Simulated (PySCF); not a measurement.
Isomers C6H6O:

A. SMILES C#CC(=C)C(C)=O
B. `Oc1ccccc1`
C. vinylfuran (SMILES C1=COC(C=C)=C1)

Spectrum 1. ¹H NMR (400 MHz, computed): δ 7.53 (m, 2H), 7.11 (t, 1H), 6.95 (d, 2H), 4.22 (br s, 1H). ¹³C{¹H} NMR (computed): δ 163.8 (C), 135.3 (CH), 124.8 (CH), 118.7 (CH).

Spectrum 2. ¹H NMR (400 MHz, computed): δ 7.26 (br s, 1H), 6.47 (br s, 1H), 2.95 (s, 1H), 2.55 (s, 3H). ¹³C{¹H} NMR (computed): δ 197.8 (C), 146.8 (CH2), 133.2 (C), 92.3 (CH), 86.9 (C), 32.8 (CH3).

Spectrum 3. ¹H NMR (400 MHz, computed): δ 7.48 (m, 1H), 6.71 (m, 1H), 6.64 (m, 1H), 6.50 (m, 1H), 6.12 (m, 1H), 5.40 (m, 1H). ¹³C{¹H} NMR (computed): δ 159.8 (C), 147.0 (CH), 132.8 (CH), 118.4 (CH), 117.8 (CH2), 117.5 (CH).

Computed data (PySCF 2.14): shielding tensors at PBE0/pcSseg-1 (GIAO), structure optimised with GFN2-xTB. One conformer, non-relativistic, gas phase, fast rotation and ring inversion assumed for equivalent nuclei.

References, each an isolated molecule treated in the same way: ¹H (σ = 31.72 ppm) and ¹³C (σ = 186.93 ppm) vs TMS. Where no couplings were computed, multiplicities follow the n + 1 count of equivalent neighbours, and m marks all less simple cases (inequivalent or close neighbours, rings, F or P nearby). Shifts are as computed. Against solution values, carbons near 30 ppm lie about +3 ppm off and those near 130 ppm about +5 ppm. Of 1211 compounds with measured shifts, 218 miss one by over three times the rms of a fit or turn the order of signals round; such compounds aren't used in these exercises. OH and NH positions are gas-phase values without hydrogen bonding to other molecules.

Q: Match each spectrum to its structure.

A: 1–B, 2–A, 3–C.

- Spectrum 1 (B): 4 ¹³C signals; δC 163.8 is an aromatic carbon bearing oxygen; δC 135.3 is an aromatic CH.
- Spectrum 2 (A): 6 ¹³C signals; δC 197.8 is a ketone carbonyl carbon; δC 146.8 is a β carbon of a C=C–C=O unit.
- Spectrum 3 (C): 6 ¹³C signals; δC 132.8 is an alkene CH; δC 117.8 is a terminal =CH2 carbon.
